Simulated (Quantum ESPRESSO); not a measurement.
AlN:

```
Al N
1.0
     0.00000    2.18399    2.18399
     2.18399    0.00000    2.18399
     2.18399    2.18399    0.00000
Al N
1 1
Direct
  0.00000 0.00000 0.00000
  0.25000 0.25000 0.25000
```

Measurements of this composition are mostly on another form, of space group No. 186.

```yaml
Program: Quantum ESPRESSO 7.5
Task: energy-loss spectrum
Functional: PBE
Potentials_or_basis: PseudoDojo 0.4.1 SR PBE standard
Cutoff: 1143 eV
Density_cutoff: 4572 eV
k_mesh: 6 × 6 × 6, shifted
Occupations: fermi-dirac, width 0.05 eV
Spin: no spin polarisation
Iterations: 400
Mixing_beta: 0.5
Most_SCF_iterations: 120
SCF_threshold: 4e-10 Ry
```

The first run showed a gap, so the response started from a second, tighter run with fixed occupations.

Loss function by the Lanczos method: adiabatic TDDFT, q = (0.566, 0.566, 0.000) Å⁻¹, 400 iterations, broadening 0.27 eV, up to 40 eV.

Where does the loss function peak?

The main peak lies at 21.6 eV with height 1.39.

Energy-loss function at q = [0.56569, 0.56569, 0.0] (Å⁻¹, cartesian):
| energy (eV) | loss |
| --- | --- |
| 0.0 | 0.000 |
| 1.8 | 0.002 |
| 3.4 | 0.004 |
| 5.2 | 0.010 |
| 7.0 | 0.075 |
| 8.6 | 0.142 |
| 10.4 | 0.195 |
| 12.2 | 0.252 |
| 13.8 | 0.332 |
| 15.6 | 0.496 |
| 17.4 | 0.790 |
| 19.0 | 1.122 |
| 20.8 | 1.361 |
| 22.4 | 1.375 |
| 24.2 | 1.258 |
| 26.0 | 1.109 |
| 27.6 | 0.994 |
| 29.4 | 0.861 |
| 31.2 | 0.691 |
| 32.8 | 0.547 |
| 34.6 | 0.446 |
| 36.4 | 0.403 |
| 38.0 | 0.370 |
| 39.8 | 0.296 |

Spectra converge slowly with the k mesh, and this one (6 × 6 × 6) leaves small humps uncertain. From two thirds of the Lanczos chain to all of it the curve moves by up to 10 % of its peak.
